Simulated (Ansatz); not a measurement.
# AlN: the cost of one run

Computed with Ansatz 0.2.0 (DFT PBE, scalar-relativistic, plane waves, PAW, unless a step's input says otherwise).

4 further runs of the same task are left out: 4 set aside as unsound or not needed.

## (1) Starting point

It takes space group P6_3mc (No. 186, hexagonal). The conventional cell has a = 3.888 Å, b = 3.888 Å, c = 6.381 Å, α = 90.00°, β = 90.00°, γ = 120.00°. Around Al (site symmetry 3m) lie 4 P at 2.38 to 2.39 Å. Around P (site symmetry 3m) lie 4 Al at 2.38 to 2.39 Å.

As a file:

```xyz
4
Lattice="3.8876 0.0000 0.0000 -1.9438 3.3668 0.0000 0.0000 0.0000 6.3808" Properties=species:S:1:pos:R:3 pbc="T T T"
Al    0.0000    2.2445    0.0003
Al    1.9438    1.1223    3.1907
P     0.0000    2.2445    2.3925
P     1.9438    1.1223    5.5829
```

It goes back to an entry of the Materials Project, which need not be the stable form.

It is the result of an earlier relaxation at this level (volume 20.88 Å³/atom; gap on the mesh: 1.96 eV).

## (2) Swap P → N

AlN starts from the relaxed positions of AlP, with all lengths scaled by 0.895, a guess from tabulated radii.

## (3) Probe: one point at the start (AlN)

File input.yaml:

```yaml
crystal:
  lattice:
    - [3.479369358, 0.0, 0.0]
    - [-1.739684679, 3.0132222532, 0.0]
    - [0.0, 0.0, 5.7107674597]
  atoms:
    - { symbol: Al, position: [0.3333333333, 0.6666666667, 4.6839e-05] }
    - { symbol: Al, position: [0.6666666667, 0.3333333333, 0.500046839] }
    - { symbol: "N", position: [0.3333333333, 0.6666666667, 0.374953161] }
    - { symbol: "N", position: [0.6666666667, 0.3333333333, 0.874953161] }
basis:
  ecutwfc: 420
kpoints:
  mp_grid: { grid: [6, 6, 4] }
hamiltonian:
  xc: pbe
scf:
  occupations: { method: gaussian, width: 0.1 }
output:
  forces: true
  stress: true
  eigenvalues: true
```

Launch:

```bash
$ ansatz run input.yaml --threads 1 --pin off --max-ram 2560MiB --backend cpu --events-out ev --progress --plain --runs-dir out
```

Q: Estimate wall time and peak memory on 1 thread of Intel Xeon Platinum 8259CL at 2.50GHz (Skylake/Cascade Lake), shared host.

About 1.5 s, with a peak of 0.36 GiB.
